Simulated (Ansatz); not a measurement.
Trial structure of P, not yet relaxed:

```cif
data_structure
_symmetry_space_group_name_H-M 'P 1'
_symmetry_Int_Tables_number 1
_cell_length_a 5.4191
_cell_length_b 5.4191
_cell_length_c 3.2698
_cell_angle_alpha 90.000
_cell_angle_beta 90.000
_cell_angle_gamma 129.759
_cell_volume 73.82
loop_
_atom_site_label
_atom_site_type_symbol
_atom_site_fract_x
_atom_site_fract_y
_atom_site_fract_z
_atom_site_occupancy
P1 P 0.10192 0.32163 0.50000 1
P2 P 0.89808 0.67837 0.50000 1
P3 P 0.32163 0.10192 0.50000 1
P4 P 0.67837 0.89808 0.50000 1
P5 P 0.00000 0.50000 0.00000 1
P6 P 0.50000 0.00000 0.00000 1
```

All numbers below come from Ansatz, DFT PBE, scalar-relativistic, plane waves, PAW. Plane waves to 420 eV, a k mesh through Γ of 4×4×6 on the computed 6-atom cell and Gaussian smearing (0.10 eV); no spin polarisation.

Energies count from the standard state of P at the same level. The references include black phosphorus.

Task: What does a single point on this coarse mesh give?

Result: The pressure is 58.8 GPa (the mean over three directions, positive in compression), the largest force is 5.35 eV/Å, and the energy is +0.94 eV/atom against the standard state. The shortest distance is 1.95 Å.

Task: Is it a good guess?

Result: A rough one: relaxing gains about 0.74 eV/atom (the start's value is from the coarse mesh, so the gain is rough) in 17 ionic steps and ends at +0.19 eV/atom on the finer mesh. The symmetry goes from Cmmm (No. 65) to Pmmm (No. 47), and the primitive cell from 6 to 3 atoms. The volume per atom grows by 30.8 %, from 12.3 to 16.1 Å³. The shortest distance goes from 1.95 Å (P–P) to 2.33 Å (P–P). Conventional cell: a = 2.401 Å, b = 3.591 Å, c = 5.601 Å. Around P on a site of symmetry mm2 lie 5 P at 2.33–2.43 Å; around P on a site of symmetry mmm lie 6 P at 2.40–2.43 Å.

The last run used an 18×14×8 mesh (in the run's order of axes) for its 3-atom cell and Gaussian smearing of 0.10 eV. The reference form of P is held partly by dispersion forces, which this level lacks. The relaxation can't lower the symmetry of the start, and the grade says only how near the guess is to its own end. Symmetry constrained the relaxation, so the result can be a saddle point.
